Silicon carbide is held together by strong covalent bonds, so a van der Waals attraction added to the calculation might seem to be a minor correction. Yet methods that treat this attraction differently give the same crystal clearly different volumes. The table lists the volume at which each of them finds the crystal in mechanical balance. Two entries are open: can the others, with some physics, tell us what PBEsol-D3(BJ) and optPBE-vdW will give?

VASP density-functional calculations of hexagonal SiC (P6₃mc, 12-atom cell) with the functional and dispersion treatment named in each row, PBE PAW potentials, a 600 eV plane-wave cutoff, a 10×10×2 k-point mesh and Fermi–Dirac smearing of 0.05 eV. Cell shape, volume and atomic positions are relaxed for a static lattice, without zero-point or thermal motion.

```tsv
method	equilibrium volume (Å³/atom)
BEEF-vdW	10.440
PBE-D3	10.393
PBE-D3(BJ)	10.271
PBE-MBD	10.306
PBE-TS	10.335
PBE-rVV10	10.449
PBEsol-D3	10.277
PBEsol-D3(BJ)	?
optPBE-vdW	?
rev-vdW-DF2	10.437
vdW-DF-cx	10.417
vdW-DF2	10.829
```

Two things can explain much of the difference between these volumes, and the first is exchange. These functionals start from the exchange energy of a uniform electron gas and multiply it by an enhancement factor. The factor depends on the reduced gradient s, which measures how fast the density changes over the typical distance between electrons. When the crystal expands, the density between the atoms becomes thinner and more uneven. A factor that climbs steeply with s rewards this with a lower energy, so steep exchange favours a large volume and gentle exchange a small one.

The second is the added attraction. What matters is how much energy it gains when the atoms move closer, because that gain is what pulls the crystal inward against its stiffness. An attraction that stayed the same at every volume would compress nothing, however large it was.

In the D3 and D3(BJ) corrections, this pull depends on the damping, the rule that limits the added attraction between atoms that are close together. D3 takes the attraction to zero at short distance, so close pairs lose attraction as they approach, which partly cancels the pull of more distant pairs. D3(BJ) lets the attraction level off at a finite value instead, which avoids this loss. With PBE, the change from D3 to D3(BJ) raises the size of the dispersion energy from 0.14 to 0.30 eV per atom and lowers the volume by 0.122 Å³/atom.

The same runs show this link more widely. Across PBE with D3, TS, MBD and D3(BJ), the volume falls each time the dispersion energy grows. The energy is only a stand-in for the pull, but in this group it puts the volumes in the right order.

Two nearly equal volumes show why both causes are needed. PBE-D3(BJ) and PBEsol-D3 differ by only 0.006 Å³/atom. Small residual pressures leave both volumes a few thousandths too large, but almost equally, so the match stands. PBE-D3(BJ) gets there through a strong added attraction. PBEsol-D3 has a weak one, but PBEsol's exchange is gentler than PBE's and is known to give solids smaller volumes.

PBEsol-D3(BJ) combines the gentler exchange with the stronger pull. If the two effects add, its volume follows from PBEsol-D3 and the damping step seen with PBE. The step should be somewhat smaller, though, because the damping is adjusted anew for each functional, and PBEsol is given less dispersion. The D3 energies suggest by how much: the PBEsol value is 0.80 of the PBE value.

The estimate is then short. The step becomes 0.80 × 0.122 ≈ 0.10 Å³/atom, and 10.277 − 0.10 ≈ 10.18 Å³/atom. To allow for an error of about half the transferred step, the range is set by judgement at 10.13 to 10.23 Å³/atom. **The forecast is therefore the smallest volume in the table.**

For optPBE-vdW the guide is exchange. The most useful pair is rev-vdW-DF2 and vdW-DF2, which share the same nonlocal correlation, the part that describes van der Waals attraction directly from the density. They differ in exchange, so the gap of 0.392 Å³/atom between them is an exchange effect. It is more than three times the step caused by the change of damping in PBE.

To place optPBE-vdW between them, we need a measure of steepness. A simple choice is the amount by which the enhancement factor exceeds one at s = 1. From the known formulas this is roughly 0.11 for rev-vdW-DF2, 0.15 for optPBE-vdW and 0.22 for vdW-DF2. The exchange of optPBE-vdW thus lies a little more than a third of the way from the gentler to the steeper one.

A straight line of volume against this excess, fitted to vdW-DF-cx, rev-vdW-DF2 and vdW-DF2, gives 10.59 Å³/atom. BEEF-vdW was left out because its exchange is a flexible form adjusted to data and its correlation is mixed differently. Three points make a thin basis, and the nonlocal correlation is not the same in all of them, so the range is set by judgement at 10.51 to 10.67 Å³/atom. **The forecast puts optPBE-vdW above every known row except vdW-DF2.**

The withheld rows as computed:

```tsv
method	equilibrium volume (Å³/atom)
PBEsol-D3(BJ)	10.168
optPBE-vdW	10.572
```

Both values fall inside their ranges, and both forecasts of rank hold. The estimate for PBEsol-D3(BJ) is too high by 0.012 Å³/atom, and that for optPBE-vdW by 0.018 Å³/atom. Each miss is about a quarter of the stated error bar, so the ranges were cautious. The printed analysis below sets the forecasts beside simpler or slightly different estimates.

The first hit supports the idea that exchange and damping act nearly independently. With PBEsol, the change from D3 to D3(BJ) lowers the volume by 0.109 Å³/atom, about nine tenths of the step with PBE. The two steps probably differ by more than this. PBE-D3(BJ) and PBEsol-D3 both stopped slightly short of full contraction, which makes the PBE step look too short and the PBEsol step too long. Correcting for the residual pressures with a rough modulus of 220 GPa brings the ratio of the steps to about 0.83, close to the 0.80 taken from the D3 energies.

The correction for weaker dispersion was therefore sound, although the table alone hides it. Judged by the tabulated volumes, carrying over the full PBE step would have missed by about the same amount in the other direction. The dispersion energies point the same way as the corrected steps: the change of damping adds about 0.13 eV per atom with PBEsol and 0.16 eV with PBE.

The second hit supports exchange as the main guide to volume within this family. The miss is about as large as the line's worst miss on its own three rows, so it calls for no separate cause. The result does not tell us which gradients in the crystal matter most, however. Measuring the steepness at s = 0.5 instead gives the same forecast to the digits shown, because both measures place the four functionals at similar relative distances.

A more careful-looking choice would have done worse here. The nonlocal correlation of optPBE-vdW is of the same type as that of vdW-DF-cx, which makes vdW-DF-cx a natural starting point. Adding only the exchange difference to its volume gives 10.62 Å³/atom, about 0.05 too high. One number for the exchange may be too coarse for such a refinement to pay off, though a single row cannot show this. All these runs also use potentials made for PBE, and how much that shifts the volumes of the other functionals is untested.

For practical work, the name of the parent functional is not enough to identify a calculated volume. In this crystal, changing the damping within PBE matters about as much as replacing PBE by PBEsol while keeping D3. The near match of PBE-D3(BJ) and PBEsol-D3 also shows that agreement between two methods need not mean that they describe the bonding alike. Which volume is closest to a real sample is a separate question, and answering it would require the zero-point motion and thermal expansion that a static lattice leaves out.

The analysis program printed:

```
Slope of volume with size of dispersion energy, four PBE rows [A^3/eV]: -0.7169
Correlation of volume and size of dispersion energy, four PBE rows: -0.9687
Volume blur from largest residual pressure 0.077 GPa at rough modulus 220 GPa [A^3/atom]: 0.003595
PBEsol-D3 less PBE-D3 [A^3/atom]: -0.116
Step from D3 to D3(BJ) with PBE [A^3/atom]: -0.122
Ratio of D3 energies, PBEsol to PBE: 0.7974
Forecast PBEsol-D3(BJ), scaled step [A^3/atom]: 10.18
Error bar of this forecast, by judgement [A^3/atom]: 0.05
Rival forecast PBEsol-D3(BJ), unscaled step [A^3/atom]: 10.15
vdW-DF2 less rev-vdW-DF2, same nonlocal correlation [A^3/atom]: 0.392
Largest miss of the line on its three known rows [A^3/atom]: 0.01817
Forecast optPBE-vdW, line at s of 1 [A^3/atom]: 10.59
Error bar of this forecast, by judgement [A^3/atom]: 0.08
Rival forecast optPBE-vdW, line at s of 0.5 [A^3/atom]: 10.59
Rival forecast optPBE-vdW, started from vdW-DF-cx [A^3/atom]: 10.62
Computed PBEsol-D3(BJ) [A^3/atom]: 10.17
Forecast less computed, PBEsol-D3(BJ) [A^3/atom]: 0.01172
Computed step from D3 to D3(BJ) with PBEsol [A^3/atom]: -0.109
Computed optPBE-vdW [A^3/atom]: 10.57
Forecast less computed, optPBE-vdW [A^3/atom]: 0.01827
```
